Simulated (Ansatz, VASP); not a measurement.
# ZnS: VASP beside Ansatz

```
CELL_PARAMETERS angstrom
1.92811 1.11320 9.47502
-1.92811 1.11320 9.47502
0.00000 -2.22640 9.47502
ATOMIC_POSITIONS crystal
Zn 0.99997 0.99997 0.99997
Zn 0.22227 0.22227 0.22227
Zn 0.44461 0.44461 0.44461
S 0.08327 0.08327 0.08327
S 0.52784 0.52784 0.52784
S 0.30536 0.30536 0.30536
```

Measurements of this composition are mostly on another form, of space group No. 216.

Alike in both runs: task single point; functional PBE; k mesh 5 × 5 × 5; no spin polarisation.

|  | VASP | Ansatz |
| --- | --- | --- |
| version | VASP 6.6.1 | Ansatz 0.2.0 |
| potentials or method | VASP PAW PBE potentials, release 64 (Zn, S) | plane waves, PAW |
| plane-wave cutoff (eV) | 520 | 550 |
| occupations | gaussian, width 0.01 eV | fixed |
| valence electrons in the cell | 54 | 54 |

Ansatz gave:

| Quantity | Value |
| --- | --- |
| pressure (GPa) | -0.5 |
| largest component of the traceless stress (GPa) | 0.07 |

**Question.** Estimate VASP's values.

**Answer.** Pressure (GPa): -0.3; largest component of the traceless stress (GPa): 0.06.

Ansatz warned: «structure_snapped_to_symmetry».

Caveats: an odd mesh through Γ misses points on the zone boundary, where band edges often lie. PBE gaps usually lie below the measured ones, often by a third to a half.
